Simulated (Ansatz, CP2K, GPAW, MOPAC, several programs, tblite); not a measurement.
**CaSe from cheap methods to r2SCAN**

Aim: run CaSe through methods of unlike cost and see what each gets, and at what price.

Method: no spin polarisation, static lattice; gaps from single points on the cell relaxed beforehand with r²SCAN, in MOPAC, tblite, CP2K, GPAW, Ansatz (versions at each run).

4 further runs of the same task are left out: 4 set aside as unsound or not needed.

## Step 1: Starting point

It takes space group P6_3/mmc (No. 194, hexagonal). The conventional cell has a = 4.132 Å, b = 4.132 Å, c = 7.163 Å, α = 90.00°, β = 90.00°, γ = 120.00°. Around Ca (site symmetry -3m) lie 6 Se at 2.98 Å. Around Se (site symmetry -6m2) lie 6 Ca at 2.98 Å.

As a file:

```
Ca Se
1.0
     4.13168    0.00000    0.00000
    -2.06584    3.57814    0.00000
     0.00000    0.00000    7.16250
Ca Se
2 2
Direct
  0.00000 0.00000 0.00000
  0.00000 0.00000 0.50000
  0.33333 0.66667 0.25000
  0.66667 0.33333 0.75000
```

The structure type (NiAs) is imposed and need not be the compound's stable one.

**Question.** The methods are PM6, PM7, GFN1-xTB (tblite), GFN2-xTB (tblite), PBE/DZVP, PBE/single-zeta, PBE/SZV, coarse PBE, PBE, r2SCAN. What gap does r2SCAN give on this cell, and which other methods (full PBE left aside) come nearest to r2SCAN and farthest in gap?

| quantity | value |
| --- | --- |
| r2SCAN | gap 2.68 eV, 26.47 Å³/atom, B₀ 51 GPa |
| gap: nearest and farthest of the other methods | PBE/single-zeta (-0.14 eV), GFN1-xTB (tblite) (-2.68 eV) |

Among the 7 methods compared for the gap (full PBE left aside), PBE/single-zeta is nearest to r2SCAN and GFN1-xTB (tblite) farthest. A minimal basis or a coarse cutoff and mesh shifts results by its own error, so closeness to r2SCAN can be chance. Cluster runs see only the k-points that fold onto the zone centre, so their gaps can miss the band edges. PM7 ended in an unphysical state and is left out of the comparison. No volume is given for PM6, GFN1-xTB (tblite), GFN2-xTB (tblite), PBE/single-zeta, PBE/SZV, coarse PBE, which can hide a larger miss. CPU times run from 2.1 s (coarse PBE) to 57 s (PBE/single-zeta). On this cell PBE/single-zeta cost more than r2SCAN itself (34 s), so it is no saving here. GFN1-xTB (tblite) disagrees with r2SCAN even on whether there is a gap. r2SCAN is a yardstick, not the truth: it usually gives gaps below the measured ones.
